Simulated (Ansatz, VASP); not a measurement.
## Cross-check of SnH (H-SnSn-H chair, 1 layer) between VASP and Ansatz

Aim: how closely do two programs agree when they are given the same cell, functional and k mesh? Of the first pair: The structure shown is the start of the Ansatz relaxation below; VASP solves that cell, so the two are compared at the walk's first step.

Calculated with Ansatz 0.2.0; plane waves, with VASP 6.6.1 beside it; single point at PBE.

## (1) Set-up

The cell holds 4 atoms: 2 H and 2 Sn. Cell: a = 4.587 Å, b = 4.587 Å, c = 21.327 Å, α = 90.0°, β = 90.0°, γ = 120.0°. Vacuum lies along c.

## (2) Ansatz: relaxation, PBE

Ansatz runs on its default PAW (the set named soft_2) files.

The two programs are compared at the cell with which this relaxation starts, whose forces are those of its first step.

The input, input.yaml:

```yaml
crystal:
  lattice:
    - [4.587, 0.0, 0.0]
    - [-2.2935, 3.9724585272, 0.0]
    - [0.0, 0.0, 21.3266666667]
  atoms:
    - { symbol: H, position: [0.6666666667, 0.3333333333, 0.3985620506] }
    - { symbol: Sn, position: [0.6666666667, 0.3333333333, 0.4782744608] }
    - { symbol: Sn, position: [0.3333333333, 0.6666666667, 0.5217255392] }
    - { symbol: H, position: [0.3333333333, 0.6666666667, 0.6014379494] }
kpoints:
  mp_grid: { grid: [6, 6, 1] }
hamiltonian:
  xc: pbe
scf:
  occupations: { method: fermi_dirac, width: 0.05 }
  convergence: { dr2_threshold: 1.0e-08 }
efield:
  axis: 3
  dipole_correction: true
  ramp_position: 0.97
  ramp_width: 0.04
relax:
  f_tol: 0.01
  cell: { fix: [c, alpha, beta] }
output:
  write_potential: true
  write_density: true
  volumetric_format: npy
```

The run is started by

```bash
$ ansatz run input.yaml --threads 4 --pin off --max-ram 8192MiB --backend cpu --events-out ev --progress --plain --runs-dir out
```

Numbers of over 12 decimals in the logs are rounded to 6 here.

The log of the run:

```text
Warning: relax.cell: scf.convergence.dr2_threshold = 1e-8 eV is looser than the 4e-10 eV advised for a relaxation that steers and ends on the stress (1e-10 eV for each atom of the cell: 4). What an SCF threshold leaves in a stress goes as its square root, and in the free energy as the threshold itself, and one threshold admits the most on a small cell: [figures from the program's tests cut] Set scf.convergence.dr2_threshold to 4e-10 eV or tighter. The threshold is an SCF's pass mark: one that does not reach it within its budget of iterations ends unconverged, or closes short of it on a stop that the run arms, and scf.convergence.dr2_threshold's page says what that costs each kind of run
Engine: ansatz 0.2.0, aarch64-unknown-linux-gnu
Pseudopotentials: kind: paw
Pseudopotential: H, paw, valence charge 1, recommended cutoff 420 eV (normal), H.paw.azcp
Pseudopotential: Sn, paw, valence charge 14, recommended cutoff 420 eV (normal), Sn.paw.azcp
Functional definition: PBE
  parameter kappa = 0.804
  parameter beta = 0.066725
  exchange = pbe_x(kappa = kappa, mu = beta*pi^2/3)
  correlation = pbe_c(beta = beta)
Crystal: 4 atoms, lattice volume = 388.607 Å³
Basis set: ecut = 420 eV, 7637 PW (Γ), exchange–correlation on 64×64×288 points (8 copies of the dense FFT grid, shifted against one another)
Bands: 19, of which v1, the nominal top of the filled ones, is band 15 counted from 1 (14 counted from 0)
Symmetry: 6 space group operations
k-points: 7 of 36 (time reversal used)
Non-local potential: H, projectors of the file, l = 0: 2, l = 1: 1
Non-local potential: Sn, projectors of the file, l = 0: 2, l = 1: 2, l = 2: 2, l = 3: 2
PAW form: soft (Blöchl's): semilocal exchange-correlation on the pseudo side does not see the compensation charge
PAW one-centre angular grid: H, 110 points (default); XC on 64 Gauss nodes
PAW one-centre angular grid: Sn, 590 points (default); XC on 64 Gauss nodes
Initial density: superposition of atomic densities (neutral atoms: chi_scale 0, normalization atom), corrected by the library's trained network
Initial wavefunctions: pseudopotential atomic-orbital guess
Functional: x = pbe(κ = 0.804, μ = 0.219515), c = pbe(β = 0.066725)
SCF iter   1: F=—  HF=-12079.275703 eV  |F-HF|=—  |Δ(HF+E_count)|=         —  Δρ=8.21e-4  dr2=5.11e-3  ethr=1.77e-3  p=-0.000 e·Å  D=-3.59e-5 V/Å  ΔV_dip=0.00 eV  dr2_dipole=1.26e-8  V_vac-E_F(+/−)=4.41/4.41 eV  ⟨swp⟩=8.3  Hψ=843  notcnv=0
efield: sawtooth ramp at fractional position 0.9700 (set: `efield.ramp_position`, or a place that a band, a saddle search or an elastic batch's reference lends), width 0.0400; the density the first Hamiltonian is built on has a dipole p = -0.000 e·Å; the dipole correction subtracts the counter field D = -3.59e-5 V/Å, which shifts the + side's vacuum level by +0.00 eV against the − side's; the planar-averaged density in the ramp window peaks in size at 4.3e-6 e/Å³
preconditioner: auto → Resta (q_TF=auto, 1.780 Å⁻¹)  ε∞=1.6  [insulator: Δε(μ)=0.801 eV  Ē_g=7.933 eV  σ=0.050 eV  W_gap=1.00  n_scr=42 (ndim 8)  ℏωp=6.0 eV  f_vac=0.736  D(μ)=0.00/eV (n_scr^D=0)  ε∞_Penn≈1.6  vacuum switching on, ρ_ref=4.6e-3 e/Å³]
SCF iter   2: F=—  HF=-12079.276209 eV  |F-HF|=—  |Δ(HF+E_count)|=   5.06e-4  Δρ=2.81e-4  dr2=6.39e-4  ethr=1.70e-5  p=0.000 e·Å  D=6.57e-6 V/Å  ΔV_dip=-0.00 eV  dr2_dipole=9.83e-9  V_vac-E_F(+/−)=4.32/4.32 eV  ⟨swp⟩=2.1  Hψ=318  notcnv=0
SCF iter   3: F=—  HF=-12079.276430 eV  |F-HF|=—  |Δ(HF+E_count)|=   2.21e-4  Δρ=9.11e-5  dr2=6.21e-5  ethr=2.13e-6  p=-0.000 e·Å  D=-4.26e-5 V/Å  ΔV_dip=0.00 eV  dr2_dipole=5.00e-8  V_vac-E_F(+/−)=4.27/4.27 eV  ⟨swp⟩=3.0  Hψ=254  notcnv=0
SCF iter   4: F=—  HF=-12079.276536 eV  |F-HF|=—  |Δ(HF+E_count)|=   1.06e-4  Δρ=2.51e-5  dr2=4.08e-6  ethr=2.07e-7  p=0.000 e·Å  D=6.31e-5 V/Å  ΔV_dip=-0.00 eV  dr2_dipole=1.29e-7  V_vac-E_F(+/−)=4.24/4.24 eV  ⟨swp⟩=2.1  Hψ=182  notcnv=0
SCF iter   5: F=—  HF=-12079.276584 eV  |F-HF|=—  |Δ(HF+E_count)|=   4.80e-5  Δρ=1.20e-5  dr2=1.96e-6  ethr=1.36e-8  p=-0.000 e·Å  D=-1.02e-4 V/Å  ΔV_dip=0.00 eV  dr2_dipole=3.40e-7  V_vac-E_F(+/−)=4.24/4.24 eV  ⟨swp⟩=3.0  Hψ=249  notcnv=0
SCF iter   6: F=—  HF=-12079.276584 eV  |F-HF|=—  |Δ(HF+E_count)|=   5.67e-8  Δρ=6.66e-6  dr2=8.14e-7  ethr=6.52e-9  p=0.000 e·Å  D=6.94e-5 V/Å  ΔV_dip=-0.00 eV  dr2_dipole=1.56e-7  V_vac-E_F(+/−)=4.24/4.24 eV  ⟨swp⟩=3.0  Hψ=244  notcnv=0
SCF iter   7: F=—  HF=-12079.276584 eV  |F-HF|=—  |Δ(HF+E_count)|=   3.15e-8  Δρ=2.28e-6  dr2=8.75e-8  ethr=2.71e-9  p=0.000 e·Å  D=2.22e-5 V/Å  ΔV_dip=-0.00 eV  dr2_dipole=1.60e-8  V_vac-E_F(+/−)=4.24/4.24 eV  ⟨swp⟩=1.6  Hψ=140  notcnv=0
[...]
SCF iter   5: F=—  HF=-12079.325195 eV  |F-HF|=—  |Δ(HF+E_count)|=   2.10e-8  Δρ=1.31e-6  dr2=3.59e-8  ethr=3.33e-11  p=-0.000 e·Å  D=-1.47e-5 V/Å  ΔV_dip=0.00 eV  dr2_dipole=7.14e-9  V_vac-E_F(+/−)=4.76/4.76 eV  ⟨swp⟩=9.3  Hψ=823  notcnv=0
SCF iter   6: F=-12079.325195 eV  HF=-12079.325195 eV  |F-HF|=1.64e-10  |Δ(HF+E_count)|=   5.87e-9  Δρ=3.27e-7  dr2=8.52e-10  ethr=3.33e-11  p=-0.000 e·Å  D=-1.68e-6 V/Å  ΔV_dip=0.00 eV  dr2_dipole=1.21e-10  V_vac-E_F(+/−)=4.76/4.76 eV  ⟨swp⟩=7.1  Hψ=792  notcnv=0
SCF 5 converged in 6 iterations: F = -12079.325195 eV  dr2 = 8.52e-10
relax step   5: F+E_penalty+E_count = -12079.32519502 eV  Δ(F+E_penalty+E_count) = -1.881e-4 eV  max|allowed force component| = 1.561e-3 eV/Å  Δτ_max = 0.0020 Å  P = -0.001 GPa  Ω = 410.456 Å³  energy of the carried Pulay correction = -2.009e-3 eV  fix = [c, alpha, beta]  reactions: c -0.000 GPa  (6 SCF iters, accepted)
Initial wavefunctions: pseudopotential atomic-orbital guess (no wavefunctions were taken with the density)
iter 1 solved again at ethr=1.79e-7 eV; its pass at ethr=3.10e-3 eV (dr2=5.38e-5 eV) is discarded
SCF iter   1: F=—  HF=-12079.325904 eV  |F-HF|=—  |Δ(HF+E_count)|=         —  Δρ=7.88e-5  dr2=1.69e-6  ethr=1.79e-7  p=-0.000 e·Å  D=-1.68e-6 V/Å  ΔV_dip=0.00 eV  dr2_dipole=1.26e-10  V_vac-E_F(+/−)=4.76/4.76 eV  ⟨swp⟩=3.9  Hψ=1241  notcnv=0
efield: sawtooth ramp at fractional position 0.9700 (set: `efield.ramp_position`, or a place that a band, a saddle search or an elastic batch's reference lends), width 0.0400; the density the first Hamiltonian is built on has a dipole p = -0.000 e·Å; the dipole correction subtracts the counter field D = -1.68e-6 V/Å, which shifts the + side's vacuum level by +0.00 eV against the − side's; the planar-averaged density in the ramp window peaks in size at 4.0e-7 e/Å³
preconditioner: auto → Resta (q_TF=auto, 1.764 Å⁻¹)  ε∞=1.6  [insulator: Δε(μ)=0.432 eV  Ē_g=7.759 eV  σ=0.050 eV  W_gap=0.97  n_scr=40 (ndim 8)  ℏωp=5.8 eV  f_vac=0.739  D(μ)=0.04/eV (n_scr^D=0)  ε∞_Penn≈1.6  vacuum switching on, ρ_ref=4.4e-3 e/Å³]
SCF iter   2: F=—  HF=-12079.326969 eV  |F-HF|=—  |Δ(HF+E_count)|=   1.07e-3  Δρ=3.94e-5  dr2=3.98e-7  ethr=5.63e-9  p=0.000 e·Å  D=1.86e-6 V/Å  ΔV_dip=-0.00 eV  dr2_dipole=7.93e-11  V_vac-E_F(+/−)=4.76/4.76 eV  ⟨swp⟩=3.4  Hψ=265  notcnv=0
SCF iter   3: F=—  HF=-12079.327478 eV  |F-HF|=—  |Δ(HF+E_count)|=   5.09e-4  Δρ=6.03e-6  dr2=2.12e-8  ethr=1.33e-9  p=-0.000 e·Å  D=-4.80e-6 V/Å  ΔV_dip=0.00 eV  dr2_dipole=7.94e-10  V_vac-E_F(+/−)=4.76/4.76 eV  ⟨swp⟩=2.9  Hψ=183  notcnv=0
SCF iter   4: F=-12079.327502 eV  HF=-12079.327502 eV  |F-HF|=7.44e-9  |Δ(HF+E_count)|=   2.39e-5  Δρ=7.09e-7  dr2=6.56e-9  ethr=3.33e-11  p=0.000 e·Å  D=6.26e-6 V/Å  ΔV_dip=-0.00 eV  dr2_dipole=1.14e-9  V_vac-E_F(+/−)=4.76/4.76 eV  ⟨swp⟩=13.9  Hψ=1058  notcnv=0
SCF 6 converged in 4 iterations: F = -12079.327502 eV  dr2 = 6.56e-9
relax step   6: F+E_penalty+E_count = -12079.32750168 eV  Δ(F+E_penalty+E_count) = -2.307e-3 eV  max|allowed force component| = 1.110e-3 eV/Å  Δτ_max = 0.0000 Å  P = +0.001 GPa  Ω = 410.456 Å³  fix = [c, alpha, beta]  reactions: c -0.002 GPa  stress off target by 2.41e-3 GPa on what of the cell is left free  SCF on the basis re-selected at this cell (its energy is not comparable with the rows above)  (4 SCF iters)
basis re-selected at this cell: Δ(F+E_penalty+E_count) = -2.307e-3 eV, ΔP = +0.002 GPa vs the last step (what re-selecting the basis moved, of the pressure what is left beyond the Pulay correction that the steps carried, after the strain that the cell walked since its last selection, with what the two solves' SCF thresholds leave and, on support functions, any second-order correction that the steps lacked; it is no m [...]
WARN: The output density's exchange-correlation potential varies sharply where the density is thin. Do not read a vacuum level from v_tot or v_xc, or from such a field of the output density. On a cell that repeats whose density bears no net charge and no dipole along the vacuum's axis use v_es (v_loc + v_h of the components); under efield.dipole_correction with no amplitude use v_es + v_field, which holds any externa [...]
SCF converged after 4 iterations
Free energy (F): -12079.327502 eV
Harris-Foulkes:  -12079.327502 eV  (|F-HF|=7.44e-9)
Internal energy: -12079.326954 eV  (E = F + TS)
E sigma→0 (E₀):  -12079.327228 eV
Entropy (-TS):   -0.000548 eV (-0.137 meV/atom)
Fermi energy:    -2.616325 eV
Dipole field:    D = -0.000025 V/Å  (p = -0.000058 e·Å, saw-weighted, corrected)
Work function:   Φ+ = 4.7570 eV   Φ− = 4.7565 eV
Levels:          The Fermi level and band energies are counted from a zero that moves with the ramp; work functions are not
--- Per-component energies (eV) ---
  E_band       = -542.934379
  E_kinetic    = 399.237407
  E_local      = -13569.750193  (includes V_loc(G=0)·N_el)
  E_nonlocal   = -60.564935
  E_hartree    = 6810.015059
  E_xc         = -779.708735
  E_vxc        = -211.257263  (∫ρ·V_xc dr)
  E_paw        = -8279.047814  (= ΣΔE_a)
  E_vpaw       = -720.629900  (= ΣTr[D̂ρ^β])
  E_aug_tail   = -0.002270  (compensation charges beyond the density's cutoff)
  E_efield     = 0.000000  (sawtooth field / dipole correction)
  E_vefield    = 0.000163  (∫n·V_field dr)
  E_ewald      = 3400.494528
  E_smearing   = -0.000548  (= −TS)
  E_closure    = -0.000000  (closes the sum)
  Σ components = -12079.327502   (vs F -12079.327502, Δ=0.00e0)
--- Forces (eV/Å), atoms counted from 1 ---
  atom   1  H     -0.00000000    -0.00000000     0.00111623
  atom   2  Sn     0.00000000    -0.00000000     0.00088470
  atom   3  Sn     0.00000000     0.00000000    -0.00088371
  atom   4  H     -0.00000000     0.00000000    -0.00109430
  max |Σ_I F_I| component: 2.29e-5 eV/Å
--- Stress (GPa, compression-positive) ---
        0.002414       0.000000      -0.000000
        0.000000       0.002414      -0.000000
       -0.000000      -0.000000      -0.002118
  P = ⅓ Tr σ = 0.0009 GPa (0.009 kbar)
--- Band table (eV; the first three rows and the last of 7) ---
  k-point 0: bands = [... 11 lower, -8.1311, -4.9914, -2.8501, -2.8501, -2.4177, 0.5819, 0.5819, 0.7465]
  k-point 1: bands = [... 11 lower, -8.2358, -5.0384, -4.5038, -3.2476, -1.0733, 0.6279, 0.8759, 1.3040]
  k-point 2: bands = [... 11 lower, -8.7739, -5.5790, -5.1458, -3.8116, -1.1424, 0.8565, 1.2670, 2.4234]
  k-point 6: bands = [... 11 lower, -10.0085, -5.4245, -5.4244, -5.2445, 1.0347, 1.0347, 1.1917, 2.4820]
--- Relaxed structure (5 steps of the walk, 4 accepted, 1 SCFs on fresh bases) ---
  F+E_penalty+E_count = -12079.32750168 eV   max|allowed force component| = 1.110e-3 eV/Å   (the final SCF, on the basis selected at the relaxed cell)
  cell:  # Å, volume = 410.4557 Å³
    - [4.714182, 9.413355727037759e-18, 0]
    - [-2.357091, 4.082601, 0]
    - [0, 0, 21.3266666667]
  atoms:
    - { symbol: H, position: [0.666667, 0.333333, 0.399246] }
    - { symbol: Sn, position: [0.666667, 0.333333, 0.480695] }
    - { symbol: Sn, position: [0.333333, 0.666667, 0.519305] }
    - { symbol: H, position: [0.333333, 0.666667, 0.600754] }
```

Reading the cycles: dr2 is the Hartree energy of the density residual (eV), the measure of convergence; HF is the Harris–Foulkes estimate of the energy, which meets the free energy F at convergence.

[end of part 1 of 2]

[Lines on the potential files, build, host, timing and source positions are cut from VASP's logs without a mark.]

[Logs are printed without paths, hosts, clocks, repeated set-up lines and the standing remarks that a program may print on its own settings, such as how far it seeks lower states.]

[Hosts, paths, dates, database ids (printed as entryN), source tags and the programs' standing remarks are cut or masked in the printed files.]
